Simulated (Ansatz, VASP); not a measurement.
**Two plane-wave programs on Al**

```xyz
1
Lattice="2.7075 0.0000 0.0000 0.0000 2.7075 0.0000 0.0000 0.0000 2.7075" Properties=species:S:1:pos:R:3 pbc="T T T"
Al    0.0000    0.0000    0.0000
```

Alike in both runs: functional r2SCAN; k mesh 20 × 20 × 20; occupations gaussian, width 0.1 eV; no spin polarisation.

Ansatz relaxed the structure, and its values are those at the end. VASP's run is a single point on that final structure, the one shown.

```csv
,VASP,Ansatz
version,VASP 6.6.1,Ansatz 0.2.0
potentials or method,"VASP PAW PBE potentials, release 64 (Al)","scalar-relativistic, plane waves, PAW"
plane-wave cutoff (eV),520,500
valence electrons in the cell,3,3
```

```tsv
	VASP	Ansatz	Ansatz less VASP
gap on the k mesh at the Fermi level (eV)	none	none	-
pressure (GPa)	-0.2	0.0	+0.16
```

A gap of «none» marks a metal or a gap that the smearing closes. The functional is the same, so the differences come from potentials, cutoffs and numerics.

Caveats: the PAW data sets were made with another functional, which shifts forces and pressure a little (VASP).
